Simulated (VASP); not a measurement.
Here is a VASP 6.6.1 calculation.

The input INCAR:

```
  ALGO = Normal
  BPARAM = 11.95
  CPARAM = 0.0093
  EDIFF = 1E-6
  ENCUT = 520
  ICORELEVEL = 1
  ISIF = 2
  ISMEAR = 0
  IVDW_NL = 2
  LASPH = True
  LCHARG = False
  LMIXTAU = True
  LREAL = False
  LUSE_VDW = True
  LWAVE = False
  METAGGA = R2SCAN
  NBANDS = 26
  NELM = 80
  PREC = Accurate
  SIGMA = 0.03
```

The input KPOINTS:

```
k-points
0
Gamma
  12 12 5
```

The input POSCAR:

```
GaN                                     
1.0
    3.1818178305      0.0000000000      0.0000000000
   -1.5909089152      2.7555350673      0.0000000000
    0.0000000000      0.0000000000      5.1840529220
  Ga              N             
     2     2
Direct
     0.3333333300000021    0.6666666699999979    0.9991949577077464
     0.6666666699999979    0.3333333300000021    0.4991949577077464
     0.3333333300000021    0.6666666699999979    0.3758050422922536
     0.6666666699999979    0.3333333300000021    0.8758050422922536
```

File KPOINTS_OPT:

```
explicit points
186
Reciprocal
 0.0000000000  0.0000000000  0.0000000000 1
 0.0263157895  0.0000000000  0.0000000000 1
 0.0526315789  0.0000000000  0.0000000000 1
 0.0789473684  0.0000000000  0.0000000000 1
 0.1052631579  0.0000000000  0.0000000000 1
 0.1315789474  0.0000000000  0.0000000000 1
[... 178 lines left out ...]
 0.5000000000  0.0000000000  0.5000000000 1
 0.5000000000  0.0000000000  0.0000000000 1
```

Potentials or basis: VASP PAW PBE potentials, release 64 (Ga_d, N).

The run is started by

```bash
$ cat potpaw_PBE.64/Ga_d/POTCAR potpaw_PBE.64/N/POTCAR > POTCAR
$ mpirun -np 1 vasp_std > vasp.out
```

Predict the band gap on the k mesh.

2.31 eV, direct.

What does it give for the pressure?

-0.1 GPa.

Predict the band gap along the path.

2.31 eV, direct.

Core levels (eV, on the scale of the bands):
| atom | levels |
| --- | --- |
| 1 Ga | 1s -10283.8, 2s -1272.4, 2p -1110.2, 3s -145.8, 3p -95.8 |
| 2 Ga | 1s -10283.8, 2s -1272.4, 2p -1110.2, 3s -145.8, 3p -95.8 |
| 3 N | 1s -381.2 |
| 4 N | 1s -381.2 |

Caveat: the PAW data sets were made with another functional, which shifts forces and pressure a little.

**Experimental background.**

“Studying electronic properties in GaN without electrical contacts using γ-γ vs e−-γ Perturbed Angular Correlations”, 2019, pmc:6823545 quotes, for a bulk crystal of GaN: band gap 3.503 ± 0.005 eV (direct).

Against the measured gap of GaN, 3.503 eV (direct; quoted in “Studying electronic properties in GaN without electrical contacts using γ-γ vs e−-γ Perturbed Angular Correlations”, 2019, pmc:6823545), the calculated 2.31 eV is off by -1.19 eV. Spin-orbit coupling on Ga is left out. The value is that of r2SCAN+rVV10, without temperature or zero-point motion.
